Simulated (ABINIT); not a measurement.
Crystal: Sn.

```xyz
1
Lattice="-1.8947 1.8947 1.8947 1.8947 -1.8947 1.8947 1.8947 1.8947 -1.8947" Properties=species:S:1:pos:R:3 pbc="T T T"
Sn    0.0000    0.0000    0.0000
```

This isn't the form of Sn at room conditions, which is tetragonal (white tin).

| Property | Result |
| --- | --- |
| Program | ABINIT 10.8.3 (patched build) |
| Task | relaxation of cell and atoms |
| Functional | LDA |
| Potentials or basis | PseudoDojo NC SR LDA v0.4.1 standard |
| Cutoff | 980 eV |
| k mesh | 8 × 8 × 8 |
| Occupations | fermi-dirac, width 0.05 eV |
| Spin | no spin polarisation |

At the start: pressure -2.8 GPa; volume 27.20 Å³/atom.

Q: How do energy, volume and symmetry change on relaxing?

A: Over 5 steps the energy falls by 15.3 meV/atom and the volume is 25.56 Å³/atom (-6.0 %); space group Im-3m (No. 229, to 0.05 Å).

Step by step:
```
step  energy change (eV)  largest force (eV/Å)  pressure (GPa)  volume (Å³)
   1              0.0000                0.0000           -2.79        27.20
   2             -0.0038                0.0000           -2.46        26.97
   3             -0.0152                0.0000            0.32        25.41
   4             -0.0153                0.0000           -0.04        25.58
   5             -0.0153                0.0000            0.00        25.56
```

Final structure:
```yaml
crystal:
  lattice:
    - [-1.85567, 1.85567, 1.85567]
    - [1.85567, -1.85567, 1.85567]
    - [1.85567, 1.85567, -1.85567]
  atoms:
    - { symbol: Sn, position: [0.00000, 0.00000, 0.00000] }
```
